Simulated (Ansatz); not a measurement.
Input and command of a plane-wave DFT calculation in Ansatz:

```yaml
crystal:
  lattice:
    - [-3.4810797918, 6.9621595836, -4.6186539433]
    - [3.4810797918, -6.9621595836, -4.6186539433]
    - [-6.9621595836, -3.4810797918, 4.6186539433]
  atoms:
    - { symbol: Sn, position: [0.625, 0.875, 0.75] }
    - { symbol: Sn, position: [0.85, 0.95, 0.3] }
    - { symbol: Sn, position: [0.1, 0.7, 0.8] }
    - { symbol: Sn, position: [0.25, 0.75, 0.5] }
    - { symbol: Sn, position: [0.4, 0.8, 0.2] }
    - { symbol: Sn, position: [0.65, 0.55, 0.7] }
    - { symbol: Sn, position: [0.8, 0.6, 0.4] }
    - { symbol: Sn, position: [0.95, 0.65, 0.1] }
    - { symbol: Sn, position: [0.05, 0.35, 0.9] }
    - { symbol: Sn, position: [0.2, 0.4, 0.6] }
    - { symbol: Sn, position: [0.35, 0.45, 0.3] }
    - { symbol: Sn, position: [0.5, 0.5, 0.0] }
    - { symbol: Sn, position: [0.6, 0.2, 0.8] }
    - { symbol: Sn, position: [0.75, 0.25, 0.5] }
    - { symbol: Sn, position: [0.9, 0.3, 0.2] }
    - { symbol: Sn, position: [0.15, 0.05, 0.7] }
    - { symbol: Sn, position: [0.3, 0.1, 0.4] }
    - { symbol: Sn, position: [0.45, 0.15, 0.1] }
    - { symbol: Sn, position: [0.0, 0.0, 0.0] }
basis:
  ecutwfc: 420
kpoints:
  mp_grid: { grid: [4, 4, 4] }
hamiltonian:
  xc: pbe
scf:
  occupations: { method: gaussian, width: 0.1 }
output:
  forces: true
  stress: true
  eigenvalues: true
  write_density: true
  write_potential: true
  elf: true
  volumetric_format: npy
relax:
  adjacent_minimum: "off"
  f_tol: 0.02
  max_steps: 60
  escape_saddle: false
```

```bash
ansatz run input.yaml --threads 4 --pin off --max-ram 9216MiB --backend cpu --events-out ev --progress --plain --runs-dir out
```

Processor: AMD EPYC 7R43 64-Core Processor (Zen 3), 4 threads, on a host shared with other jobs.

**Question.** How long does it run, and how much memory does it take?

**Answer.** About 9.2 min on 4 threads of AMD EPYC 7R43 64-Core Processor (Zen 3), on a shared host, peak memory 3.4 GiB. It solves 160 bands at 36 k points (the mesh reduced by the symmetry that the task leaves, which can be less than the crystal's) with about 10911 plane waves, in 37 SCF iterations over 6 ionic steps.
